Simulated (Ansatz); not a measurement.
Runs of Ansatz 0.2.0 on Al. Symmetry: Fm-3m, No. 225, cubic system. The conventional cell has a = 4.050 Å, b = 4.050 Å, c = 4.050 Å, α = 90.00°, β = 90.00°, γ = 90.00°. Al (site symmetry m-3m) is surrounded by 12 Al at 2.86 Å. 

```tsv
task	level	cell	cutoff (eV)	smearing	gap on the mesh (eV)	pressure (GPa)	relaxed volume (Å³/atom)
relaxation of cell and atoms	revPBE+D3(BJ)	relaxed	-	fermi-dirac 0.05 eV	-	0.0	15.45
relaxation of cell and atoms	BLYP+D3(BJ)	relaxed	-	fermi-dirac 0.05 eV	-	0.0	(a)
single point	PBE	as given	130	gaussian 0.017 eV	none	-0.5	-
single point	PBE	as given	130	gaussian 0.012 eV	none	-0.5	-
single point	PBE	as given	130	gaussian 0.013 eV	none	-0.5	-
single point	PBE	as given	130	gaussian 0.022 eV	none	-0.5	-
```

Alike in all rows: potentials or basis all-electron LAPW, scalar-relativistic; no spin polarisation; k mesh 11 × 11 × 11; basis error allowed 0.001 eV/atom.

Q: Estimate the missing entries.

A: (a) 15.50.

A gap of «none» marks a metal or a gap under the smearing width.
